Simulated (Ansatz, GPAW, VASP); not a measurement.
## PbS: programs and potentials compared

```
CELL_PARAMETERS angstrom
0.00000 2.96575 2.96575
2.96575 0.00000 2.96575
2.96575 2.96575 0.00000
ATOMIC_POSITIONS crystal
Pb 0.00000 0.00000 0.00000
S 0.50000 0.50000 0.50000
```

Alike in all runs: task single point; functional PBE; k mesh 8 × 8 × 8; occupations gaussian, width 0.012 eV; no spin polarisation; no spin-orbit coupling. Pressure is positive in compression and, in plane waves, holds the error of the finite cutoff.

```
                        program and potentials  plane-wave cutoff (eV)  notes  band gap (eV)  pressure (GPa)
    GPAW, GPAW PAW data sets (gpaw-data 1.2.1)                     600      -           0.31            2.00
           VASP, PBE PAW files Pb_d, S, 520 eV                     520      -           0.36            2.18
Ansatz, all-electron LAPW, scalar-relativistic                       -      -           0.36            2.24
```

The band gap spans 0.31 (GPAW, GPAW PAW data sets (gpaw-data 1.2.1)) to 0.36 eV (VASP, PBE PAW files Pb_d, S, 520 eV), with all-electron results at 0.36. The pressure spans 2.00 (GPAW, GPAW PAW data sets (gpaw-data 1.2.1)) to 2.24 GPa (Ansatz, all-electron LAPW, scalar-relativistic), with all-electron results at 2.24. Spin-orbit coupling, left out here, moves the band edges of heavy atoms.

The functional is the same throughout but for its coding, so the spread measures potentials, basis and numerics; runs on potential files found faulty are left out.
